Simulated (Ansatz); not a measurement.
# MoS2: an elastic constant from a strain scan

Theory: Ansatz, DFT PBEsol, scalar-relativistic, plane waves, PAW. The runs took a 420 eV cutoff, a Γ-centred 12×12×2 mesh and Gaussian smearing (0.05 eV). No spin polarisation. Energies are free energies at this smearing, counted from the undisturbed cell; pressure is positive in compression.

The starting cell (relaxed at this level):

```
Mo S
1.0
     3.14143    0.00000    0.00000
    -1.57072    2.72056    0.00000
     0.00000    0.00000   12.57882
Mo S
2 4
Direct
  0.33333 0.66667 0.25000
  0.66667 0.33333 0.75000
  0.33333 0.66667 0.62605
  0.66667 0.33333 0.12605
  0.33333 0.66667 0.87395
  0.66667 0.33333 0.37395
```

The cell holds layers and no dispersion correction was added, so their binding is poorly described.

The cell is strained by ε times the Voigt pattern (1, -1, 0, 0, 0, 0) (xx, yy, zz, yz, xz, xy; engineering shear) with fractional coordinates fixed. The cell holds 6 atoms in V0 = 107.50 Å³. The stress column is τ = (1/V0) dE/dε, got from the stress tensor σ (compression positive) at each point as −det(1 + εP) σ : P(1 + εP)⁻¹, with P the pattern as a tensor.

| ε | ΔE (meV/atom) | τ (GPa) |
| --- | --- | --- |
| -0.0600 | 77.589 | -23.696 |
| -0.0450 | 43.134 | -17.431 |
| -0.0300 | 18.964 | -11.424 |
| -0.0150 | 4.692 | -5.623 |
| 0.0000 | 0.000 | 0.000 |
| 0.0150 | 4.596 | 5.453 |
| 0.0300 | 18.189 | 10.721 |
| 0.0450 | 40.445 | 15.776 |
| 0.0525 | 54.703 | 18.213 |
| 0.0600 | ? | ? |

Task: Which combination of elastic constants does this scan measure, and how large is it?

Result: For small ε, τ = τ0 + Kε with K = pᵀCp, which for this pattern is C11 + C22 − 2 C12 in the Cartesian frame shown. The parabola through τ at ε = -0.0150, 0 and 0.0150 has slope K = 369 GPa at zero. The energies per cell, E = NΔE, of the same two points give K = 2[E(ε₊)/ε₊ − E(ε₋)/ε₋]/[(ε₊ − ε₋)V0] = 369 GPa, in agreement. These are clamped-ion values.

Task: Predict the withheld row at ε = 0.0600 from the harmonic law, and compare.

Result: ΔE = V0(τ0 ε + Kε²/2)/N = 74.319 meV/atom and τ = 22.15 GPa. The calculation gives 70.977 meV/atom and 20.58 GPa, a miss of 4.5 % of the harmonic energy, so the harmonic law still holds here.

Forces appear on the atoms along this scan, and letting them relax would lower the energy and soften the response.

Cost: 10 runs of about 1.7 core-minutes in all, on Intel Xeon Platinum 8488C (Sapphire Rapids) (shared hosts).